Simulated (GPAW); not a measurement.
Runs of GPAW 26.7.0 on BaH2. Symmetry: P6_3/mmc, No. 194, hexagonal system. The conventional cell has a = 4.462 Å, b = 4.462 Å, c = 6.055 Å, α = 90.00°, β = 90.00°, γ = 120.00°. Around Ba (site symmetry -6m2) lie 3 H at 2.58 Å. H (site symmetry -3m) is surrounded by 6 Ba at 2.99 Å and 8 H at 2.99 to 3.03 Å. Around H (site symmetry -6m2) lie 3 Ba at 2.58 Å. The cell comes from a database or a generator and needn't be the stable form of this composition.

| task | level | potentials or basis | k mesh | cutoff (eV) | smearing | band path | band points | ranks | response ecut | response k mesh | gap on the mesh (eV) | pressure (GPa) |
| --- | --- | --- | --- | --- | --- | --- | --- | --- | --- | --- | --- | --- |
| band structure | LDA | the program's PAW data sets (release 1.2.1) made for this functional, pw | 6 × 6 × 4 | 600 | fermi-dirac 0.05 eV | GMKGALHA,LM,KH | 100 | - | - | - | (a) | (b) |
| dielectric tensor | LDA | the program's PAW data sets (release 1.2.1) made for this functional, pw | 6 × 6 × 4 | 450 | fermi-dirac 0.001 eV | - | - | - | 80 eV | 12 × 12 × 8 | 1.34 | - |
| band structure | r2SCAN | GPAW PAW data sets (gpaw-data 1.2.1), pw | 6 × 6 × 4 | 600 | fermi-dirac 0.05 eV | GMKGALHA,LM,KH | 100 | - | - | - | 2.16 | -0.3 |
| band structure | PBEsol | PAW data sets generated in the run's folder for this functional, pw | 6 × 6 × 4 | 600 | fermi-dirac 0.05 eV | GMKGALHA,LM,KH | 100 | - | - | - | 1.46 | -2.0 |
| single point | PBEsol | PAW data sets generated in the run's folder for this functional, pw | 7 × 7 × 5 | 600 | fermi-dirac 0.05 eV | - | - | - | - | - | 1.69 | -2.0 |

Alike in all rows: no spin polarisation; cell as given.

Task: Fill in the values left out.

Result: (a) 1.35; (b) -3.1.

Caveats: spin-orbit coupling is left out, which moves the levels of the heavy elements; the long-wavelength limit can be off by a per cent or two (some runs); the PAW data sets were made with another functional, which shifts forces and pressure a little (some runs); an odd mesh through Γ misses points on the zone boundary, where band edges often lie (some runs).

A k mesh can miss the band edges, and the runs leave out spin-orbit coupling on Ba.

Not every run made on this cell is shown here.
